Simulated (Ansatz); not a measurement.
ZnTe:
```cif
data_TeZn
_chemical_formula_sum 'Zn1 Te1'
_space_group_name_H-M_alt 'P 1'
_space_group_IT_number 1
_cell_length_a 4.32398
_cell_length_b 4.32398
_cell_length_c 4.32398
_cell_angle_alpha 60.000
_cell_angle_beta 60.000
_cell_angle_gamma 60.000
loop_
_space_group_symop_operation_xyz
  'x, y, z'
loop_
_atom_site_label
_atom_site_type_symbol
_atom_site_fract_x
_atom_site_fract_y
_atom_site_fract_z
_atom_site_occupancy
Zn1 Zn 0.50000 0.50000 0.50000 1
Te1 Te 0.75000 0.75000 0.75000 1
```

Relaxed with r²SCAN.

Question: Which orbitals make up the states near the band edges in DFT-r²SCAN in the program Ansatz with PAW potentials?

Answer: Top 1 eV of the valence band: Te 5p 92 %. Bottom 1 eV of the conduction band: Zn 4s 47 %, Te 5p 23 %, Te 5s 9 %, outside the projected shells 21 %. Projections are on Löwdin-orthogonalised atomic valence shells; empty p or d shells of many metals are not among them.

Question: Tabulate the density of states.

Answer: States/eV per cell of 2 atoms, in 0.25 eV bins, energy from the valence-band maximum.

```csv
E (eV),total,Zn 3d,Te 5p,Zn 4s
-7.85,0.00,0.00,0.00,0.00
-7.60,0.00,0.00,0.00,0.00
-7.35,0.00,0.00,0.00,0.00
-7.10,14.16,13.64,0.47,0.04
-6.85,21.61,21.26,0.22,0.08
-6.60,4.23,3.91,0.05,0.06
-6.35,0.00,0.00,0.00,0.00
-6.10,0.00,0.00,0.00,0.00
-5.85,0.00,0.00,0.00,0.00
-5.60,0.00,0.00,0.00,0.00
-5.35,0.00,0.00,0.00,0.00
-5.10,0.47,0.01,0.32,0.12
-4.85,3.07,0.10,1.84,1.02
-4.60,1.18,0.06,0.71,0.33
-4.35,0.74,0.04,0.44,0.18
-4.10,0.54,0.03,0.33,0.12
-3.85,0.41,0.02,0.25,0.09
-3.60,0.33,0.02,0.20,0.06
-3.35,0.27,0.02,0.17,0.05
-3.10,0.71,0.03,0.59,0.04
-2.85,1.53,0.05,1.35,0.05
-2.60,1.32,0.04,1.16,0.05
-2.35,1.49,0.04,1.33,0.05
-2.10,1.97,0.05,1.78,0.04
-1.85,1.90,0.05,1.72,0.04
-1.60,1.81,0.05,1.64,0.03
-1.35,1.79,0.05,1.62,0.02
-1.10,1.76,0.05,1.61,0.02
-0.85,1.30,0.04,1.19,0.01
-0.60,0.77,0.02,0.70,0.01
-0.35,0.49,0.02,0.45,0.00
-0.10,0.15,0.00,0.14,0.00
0.15,0.00,0.00,0.00,0.00
0.40,0.00,0.00,0.00,0.00
0.65,0.00,0.00,0.00,0.00
0.90,0.00,0.00,0.00,0.00
1.15,0.00,0.00,0.00,0.00
1.40,0.00,0.00,0.00,0.00
1.65,0.00,0.00,0.00,0.00
1.90,0.00,0.00,0.00,0.00
2.15,0.01,0.00,0.00,0.01
2.40,0.13,0.00,0.03,0.07
2.65,0.53,0.00,0.13,0.24
2.90,1.15,0.00,0.27,0.44
3.15,1.87,0.00,0.44,0.63
3.40,2.26,0.00,0.55,0.77
3.65,1.40,0.00,0.33,0.46
3.90,0.89,0.00,0.20,0.27
4.15,0.90,0.00,0.16,0.23
4.40,0.76,0.00,0.08,0.13
4.65,0.85,0.00,0.07,0.10
4.90,0.98,0.00,0.07,0.09
5.15,2.69,0.00,0.17,0.17
5.40,1.55,0.00,0.10,0.09
5.65,1.17,0.00,0.08,0.06
5.90,1.48,0.00,0.08,0.06
6.15,1.85,0.00,0.07,0.04
6.40,1.59,0.00,0.06,0.05
6.65,1.40,0.00,0.06,0.05
```

Space group F-43m (zinc blende). The cell was relaxed with r²SCAN under the symmetry of its start. Spin–orbit coupling is left out wherever it is not named.

Potentials: the earlier of the program's two PAW sets.
